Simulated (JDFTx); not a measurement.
Input of a JDFTx 1.7.0 (patched build) run:

Contents of bands.in:

```
lattice \
    0.0000000000     5.7428776927     5.7428776927 \
    5.7428776927     0.0000000000     5.7428776927 \
    5.7428776927     5.7428776927     0.0000000000
coords-type Lattice
ion Hg     0.0000000000     0.0000000000     0.0000000000 1
ion Se     0.7500000000     0.7500000000     0.7500000000 1

ion-species pseudo/Hg.upf
ion-species pseudo/Se.upf
elec-cutoff 43 344
elec-ex-corr gga-PBEsol
elec-smearing Fermi 0.0018374661
elec-n-bands 25
electronic-minimize nIterations 30 energyDiffThreshold 1e-06
davidson-band-ratio 1.3
forces-output-coords Cartesian
include path.kpoints
symmetries none
fix-electron-density run.$VAR

dump-name bands.$VAR
dump End Ecomponents EigStats BandEigs Kpoints Forces
```

File path.kpoints:

```
kpoint +0.0000000000 +0.0000000000 +0.0000000000 0.020000000000
kpoint +0.0714285714 +0.0000000000 +0.0714285714 0.020000000000
kpoint +0.1428571429 +0.0000000000 +0.1428571429 0.020000000000
kpoint +0.2142857143 +0.0000000000 +0.2142857143 0.020000000000
kpoint +0.2857142857 +0.0000000000 +0.2857142857 0.020000000000
kpoint +0.3571428571 +0.0000000000 +0.3571428571 0.020000000000
kpoint +0.4285714286 +0.0000000000 +0.4285714286 0.020000000000
kpoint +0.5000000000 +0.0000000000 +0.5000000000 0.020000000000
kpoint +0.5000000000 +0.0833333333 +0.5833333333 0.020000000000
kpoint +0.5000000000 +0.1666666667 +0.6666666667 0.020000000000
kpoint +0.5000000000 +0.2500000000 +0.7500000000 0.020000000000
kpoint +0.4375000000 +0.3125000000 +0.7500000000 0.020000000000
kpoint +0.3750000000 +0.3750000000 +0.7500000000 0.020000000000
kpoint +0.3281250000 +0.3281250000 +0.6562500000 0.020000000000
kpoint +0.2812500000 +0.2812500000 +0.5625000000 0.020000000000
kpoint +0.2343750000 +0.2343750000 +0.4687500000 0.020000000000
kpoint +0.1875000000 +0.1875000000 +0.3750000000 0.020000000000
kpoint +0.1406250000 +0.1406250000 +0.2812500000 0.020000000000
kpoint +0.0937500000 +0.0937500000 +0.1875000000 0.020000000000
kpoint +0.0468750000 +0.0468750000 +0.0937500000 0.020000000000
kpoint +0.0000000000 +0.0000000000 +0.0000000000 0.020000000000
kpoint +0.0833333333 +0.0833333333 +0.0833333333 0.020000000000
kpoint +0.1666666667 +0.1666666667 +0.1666666667 0.020000000000
kpoint +0.2500000000 +0.2500000000 +0.2500000000 0.020000000000
kpoint +0.3333333333 +0.3333333333 +0.3333333333 0.020000000000
kpoint +0.4166666667 +0.4166666667 +0.4166666667 0.020000000000
kpoint +0.5000000000 +0.5000000000 +0.5000000000 0.020000000000
kpoint +0.5250000000 +0.4500000000 +0.5250000000 0.020000000000
kpoint +0.5500000000 +0.4000000000 +0.5500000000 0.020000000000
kpoint +0.5750000000 +0.3500000000 +0.5750000000 0.020000000000
kpoint +0.6000000000 +0.3000000000 +0.6000000000 0.020000000000
kpoint +0.6250000000 +0.2500000000 +0.6250000000 0.020000000000
kpoint +0.5625000000 +0.2500000000 +0.6875000000 0.020000000000
kpoint +0.5000000000 +0.2500000000 +0.7500000000 0.020000000000
kpoint +0.5000000000 +0.2916666667 +0.7083333333 0.020000000000
kpoint +0.5000000000 +0.3333333333 +0.6666666667 0.020000000000
kpoint +0.5000000000 +0.3750000000 +0.6250000000 0.020000000000
kpoint +0.5000000000 +0.4166666667 +0.5833333333 0.020000000000
kpoint +0.5000000000 +0.4583333333 +0.5416666667 0.020000000000
kpoint +0.5000000000 +0.5000000000 +0.5000000000 0.020000000000
kpoint +0.4791666667 +0.4791666667 +0.5416666667 0.020000000000
kpoint +0.4583333333 +0.4583333333 +0.5833333333 0.020000000000
kpoint +0.4375000000 +0.4375000000 +0.6250000000 0.020000000000
kpoint +0.4166666667 +0.4166666667 +0.6666666667 0.020000000000
kpoint +0.3958333333 +0.3958333333 +0.7083333333 0.020000000000
kpoint +0.3750000000 +0.3750000000 +0.7500000000 0.020000000000
kpoint +0.6250000000 +0.2500000000 +0.6250000000 0.020000000000
kpoint +0.5833333333 +0.1666666667 +0.5833333333 0.020000000000
kpoint +0.5416666667 +0.0833333333 +0.5416666667 0.020000000000
kpoint +0.5000000000 +0.0000000000 +0.5000000000 0.020000000000
```

Potentials or basis: PseudoDojo-SR-PBEsol-0.4.1-standard with smoothed tails.

Launch:

```bash
$ jdftx -c 1 -i bands.in -o bands.out
```

Q: Predict the band gap along the path.

A: None (metal or under the smearing width).

Levels at the corners of the path, in eV from the Fermi level:
```
point  band 15  band 16  band 17  band 18  band 19  band 20  band 21  band 22
    Γ    -6.47    -1.09    -0.05    -0.05    -0.05     5.37     5.37     5.37
    X    -6.11    -5.18    -2.39    -2.39     2.67     2.82     8.25     9.73
    W    -5.85    -5.40    -2.84    -2.51     3.54     4.98     5.94     7.27
    K    -5.95    -5.36    -2.99    -1.96     2.81     4.34     7.76     8.11
    Γ    -6.47    -1.09    -0.05    -0.05    -0.05     5.37     5.37     5.37
    L    -6.15    -5.63    -1.04    -1.04     0.98     6.14     6.14     6.82
    U    -5.95    -5.36    -2.99    -1.96     2.81     4.34     7.76     8.11
    W    -5.85    -5.40    -2.84    -2.51     3.54     4.98     5.94     7.27
    L    -6.15    -5.63    -1.04    -1.04     0.98     6.14     6.14     6.82
    K    -5.95    -5.36    -2.99    -1.96     2.81     4.34     7.76     8.11
    U    -5.95    -5.36    -2.99    -1.96     2.81     4.34     7.76     8.11
    X    -6.11    -5.18    -2.39    -2.39     2.67     2.82     8.25     9.73
```

Caveat: spin-orbit coupling is left out, which moves the levels of the heavy elements.
